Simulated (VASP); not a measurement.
# RbCl (Fm-3m) in VASP: notebook, part 2 of 2

VASP 6.6.1. The steps go on from the part before.

### Step 3. Relaxation of cell and atoms, PBE

Input file INCAR:

```
ALGO = Normal
EDIFF = 1E-6
EDIFFG = -0.01
ENCUT = 600
GGA = PE
IBRION = 2
ISIF = 3
ISMEAR = 0
LASPH = T
LCHARG = F
LREAL = F
LWAVE = F
NELM = 80
NSW = 90
PREC = Accurate
SIGMA = 0.03
```

Input file KPOINTS:

```
k-points
0
Gamma
  8 8 8
```

Input file POSCAR:

```
RbCl
1.0
    0.0000000000      3.2740000000      3.2740000000
    3.2740000000      0.0000000000      3.2740000000
    3.2740000000      3.2740000000      0.0000000000
Rb Cl
1 1
Direct
    0.0000000000      0.0000000000      0.0000000000
    0.5000000000      0.5000000000      0.5000000000
```

Potentials or basis: VASP PAW PBE potentials, release 64 (Rb_sv, Cl).

Launch:

```console
> cat potpaw_PBE.64/Rb_sv/POTCAR potpaw_PBE.64/Cl/POTCAR > POTCAR
> mpirun -np 1 vasp_std > vasp.out
```

OUTCAR:

```text
EDIFF = 1E-6
   EDIFFG = -0.01
   ENCUT = 600
   GGA = PE
   IBRION = 2
   ISIF = 3
   ISMEAR = 0
   LASPH = T
   LREAL = F
   NELM = 80
   NSW = 90
   PREC = Accurate

 ion  position               nearest neighbor table
   1  0.000  0.000  0.000-   2 3.27   2 3.27   2 3.27   2 3.27   2 3.27   2 3.27
   2  0.500  0.500  0.500-   1 3.27   1 3.27   1 3.27   1 3.27   1 3.27   1 3.27

  LATTYP: Found a face centered cubic cell.
 ALAT       =     6.5480000000

  Lattice vectors:

 A1 = (   0.0000000000,   3.2740000000,   3.2740000000)
 A2 = (   3.2740000000,   0.0000000000,   3.2740000000)
 A3 = (   3.2740000000,   3.2740000000,   0.0000000000)

Analysis of symmetry for initial positions (statically):
=====================================================================
 Subroutine PRICEL returns:
 Original cell was already a primitive cell.

 Routine SETGRP: Setting up the symmetry group for a
 face centered cubic supercell.

 Subroutine GETGRP returns: Found 48 space group operations
 (whereof 48 operations were pure point group operations)
 out of a pool of 48 trial point group operations.

The static configuration has the point symmetry O_h .

Analysis of symmetry for dynamics (positions and initial velocities):
=====================================================================
 Subroutine PRICEL returns:
 Original cell was already a primitive cell.

 Routine SETGRP: Setting up the symmetry group for a
 face centered cubic supercell.

 Subroutine GETGRP returns: Found 48 space group operations
 (whereof 48 operations were pure point group operations)
 out of a pool of 48 trial point group operations.

The dynamic configuration has the point symmetry O_h .

 Subroutine INISYM returns: Found 48 space group operations
 (whereof 48 operations are pure point group operations),
 and found     1 'primitive' translations

----------------------------------------------------------------------------------------

                                     Primitive cell
[... 137 lines left out ...]
  ext. energy  EPLUGINS =         0.00000000
  ---------------------------------------------------
  free energy    TOTEN  =        -6.65834328 eV

  energy without entropy =       -6.65834328  energy(sigma->0) =       -6.65834328

------------------------ aborting loop because EDIFF is reached ----------------------------------------

  FORCE on cell =-STRESS in cart. coord.  units (eV):
  Direction    XX          YY          ZZ          XY          YZ          ZX
  --------------------------------------------------------------------------------------
  -------------------------------------------------------------------------------------
  Total        0.5191067      0.5191067      0.5191067      0.0000000      0.0000000      0.0000000
  in kB       11.8495321     11.8495321     11.8495321      0.0000000      0.0000000      0.0000000
  external PRESSURE =      11.8495321 kB  Pullay stress =       0.0000000 kB
[... 131 lines left out ...]
--------------------------------------- Ionic step        5  -------------------------------------------

 number of electron      16.0000000 magnetization

 Free energy of the ion-electron system (eV)
  ---------------------------------------------------
  ext. energy  EPLUGINS =         0.00000000
  ---------------------------------------------------
  free energy    TOTEN  =        -6.67589823 eV

  energy without entropy =       -6.67589823  energy(sigma->0) =       -6.67589823

 E-fermi :  -1.9273     XC(G=0):  -7.1376

 val. band max:       -2.0711427723   @ k =   0.0000   0.0000   0.0000
 cond. band min:       2.7593201543   @ k =   0.0000   0.0000   0.0000
 fundamental gap:      4.8304629266
 Fermi energy:        -1.9273476756

 k-point     1 :       0.0000    0.0000    0.0000
  band No.  band energies     occupation
      1     -26.1246      2.00000
      2     -14.0227      2.00000
      3     -10.1735      2.00000
      4     -10.1735      2.00000
      5     -10.1735      2.00000
      6      -2.0711      2.00000
      7      -2.0711      2.00000
      8      -2.0711      2.00000
      9       2.7593      0.00000
     10       5.8816      0.00000
     11       5.8816      0.00000
     12       5.8816      0.00000
[... 331 lines left out ...]
 k-point    24 :      -0.3750    0.2500    0.1250
  band No.  band energies     occupation
      1     -26.1108      2.00000
      2     -14.0381      2.00000
      3     -10.2531      2.00000
      4     -10.2442      2.00000
      5     -10.1705      2.00000
      6      -2.6651      2.00000
      7      -2.3372      2.00000
      8      -2.3350      2.00000
      9       5.5245      0.00000
     10       5.6377      0.00000
     11       7.4284      0.00000
     12       7.5957      0.00000

 [... further k-points ...]

------------------------ aborting loop because EDIFF is reached ----------------------------------------

  FORCE on cell =-STRESS in cart. coord.  units (eV):
  Direction    XX          YY          ZZ          XY          YZ          ZX
  --------------------------------------------------------------------------------------
  -------------------------------------------------------------------------------------
  Total        0.0042510      0.0042510      0.0042510      0.0000000      0.0000000      0.0000000
  in kB        0.0905618      0.0905618      0.0905618      0.0000000      0.0000000      0.0000000
  external PRESSURE =       0.0905618 kB  Pullay stress =       0.0000000 kB
[... 17 lines left out ...]
  FREE ENERGIE OF THE ION-ELECTRON SYSTEM (eV)
  ---------------------------------------------------
  free  energy   TOTEN  =        -6.6758982320 eV

  energy  without entropy=       -6.6758982320  energy(sigma->0) =       -6.67589823

 reached required accuracy - stopping structural energy minimisation
```

OSZICAR:

```text
N       E                     dE             d eps       ncg     rms          rms(c)
DAV:   1     0.970329837392E+02    0.97033E+02   -0.76313E+03   696   0.130E+03
DAV:   2    -0.774277518954E+00   -0.97807E+02   -0.91700E+02  1072   0.210E+02
DAV:   3    -0.687752412443E+01   -0.61032E+01   -0.60794E+01   892   0.577E+01
[... 41 lines left out ...]
DAV:   3    -0.667588875450E+01    0.25225E-03   -0.70620E-04   884   0.173E-01    0.377E-02
DAV:   4    -0.667589165348E+01   -0.28990E-05   -0.69322E-05  1204   0.478E-02    0.134E-02
DAV:   5    -0.667589644123E+01   -0.47877E-05   -0.43794E-06   968   0.161E-02    0.640E-03
DAV:   6    -0.667589824660E+01   -0.18054E-05   -0.57654E-07   548   0.794E-03    0.197E-03
DAV:   7    -0.667589823204E+01    0.14562E-07   -0.12188E-07   384   0.259E-03
   5 F= -.66758982E+01 E0= -.66758982E+01  d E =-.175550E-01
```

CONTCAR:

```text
RbCl
   1.00000000000000
     0.0000000000000000    3.3502273659511075    3.3502273659511075
     3.3502273659511075   -0.0000000000000000    3.3502273659511075
     3.3502273659511075    3.3502273659511075    0.0000000000000000
  Rb              Cl
     1     1
Direct
     0.0000000000000000    0.0000000000000000    0.0000000000000000
     0.5000000000000000    0.5000000000000000    0.5000000000000000

  0.00000000E+00  0.00000000E+00  0.00000000E+00
  0.00000000E+00  0.00000000E+00  0.00000000E+00
```

It took 73 s on 1 thread of AMD EPYC 9R45 (Zen 5), shared host; peak memory 0.23 GiB.

What came out:

```
Free energy                            : -6.6759 eV
Relaxed volume                         : 37.60 Å³/atom
Relaxed cell                           : a = 4.738 Å, b = 4.738 Å, c = 4.738 Å, α = 60.00°, β = 60.00°, γ = 60.00°
Space group after relaxing (to 0.05 Å) : Fm-3m (No. 225)
Energy gained by relaxing              : 8.8 meV/atom
Ionic steps                            : 5
Pressure after relaxing                : 0.0 GPa
Band gap on the k mesh                 : 4.83 eV, direct
```

Step by step:
| step | energy change (eV) | largest force (eV/Å) | pressure (GPa) | volume (Å³) |
| --- | --- | --- | --- | --- |
| 1 | 0.0000 | 0.0000 | 1.18 | 70.19 |
| 2 | -0.0139 | 0.0000 | 0.52 | 72.86 |
| 3 | -0.0150 | 0.0000 | -0.34 | 77.38 |
| 4 | -0.0175 | 0.0000 | -0.05 | 75.50 |
| 5 | -0.0176 | 0.0000 | 0.01 | 75.21 |

Final structure:
```xyz
2
Lattice="0.0000 3.3502 3.3502 3.3502 0.0000 3.3502 3.3502 3.3502 0.0000" Properties=species:S:1:pos:R:3 pbc="T T T"
Rb    0.0000    0.0000    0.0000
Cl    3.3502    3.3502    3.3502
```

A k mesh can miss the band edges. PBE usually gives volumes a little too large and moduli too small.

### Step 4. Relaxation of cell and atoms, PBE

This run uses another cell than the first one, of 37.60 Å³/atom, 1.071 times its volume.

Changes to INCAR since step 3:

```diff
@@ -1,4 +1,4 @@
 ALGO = Normal
-EDIFF = 1E-6
-EDIFFG = -0.01
+EDIFF = 1E-7
+EDIFFG = -0.005
 ENCUT = 600
```

KPOINTS is that of step 3.

Input file POSCAR:

```
RbCl                                    
1.0
    0.0000000000      3.3502273660      3.3502273660
    3.3502273660     -0.0000000000      3.3502273660
    3.3502273660      3.3502273660      0.0000000000
  Rb              Cl            
     1     1
Direct
     0.0000000000000000    0.0000000000000000    0.0000000000000000
     0.5000000000000000    0.5000000000000000    0.5000000000000000
```

Launch:

```console
> cat potpaw_PBE.64/Rb_sv/POTCAR potpaw_PBE.64/Cl/POTCAR > POTCAR
> mpirun -np 1 vasp_std > vasp.out
```

Wall time 23 s (1 thread of AMD EPYC 9R45 (Zen 5), shared host); peak memory 0.21 GiB.

The run converged. Its results:

```yaml
Free_energy: -6.6761 eV
Pressure_after_relaxing: 0.0 GPa
Band_gap_on_the_k_mesh: 4.83 eV, direct
```

Final structure:
```xyz
2
Lattice="0.0000 3.3502 3.3502 3.3502 0.0000 3.3502 3.3502 3.3502 0.0000" Properties=species:S:1:pos:R:3 pbc="T T T"
Rb    0.0000    0.0000    0.0000
Cl    3.3502    3.3502    3.3502
```

Levels at points of the mesh, in eV from the valence-band top:
```
           k point  band 6  band 7  band 8  band 9  band 10  band 11
(0.00, 0.00, 0.00)    0.00    0.00    0.00    4.83     7.95     7.95
(0.50, 0.00, 0.00)   -0.79   -0.29   -0.29    7.57     7.77     9.95
(0.50, 0.50, 0.00)   -0.32   -0.10   -0.10    6.24     7.82     9.41
```

Caveat: the relaxation stopped at its first step, so nothing moved. As with any semilocal functional, this PBE gap is likely too small.
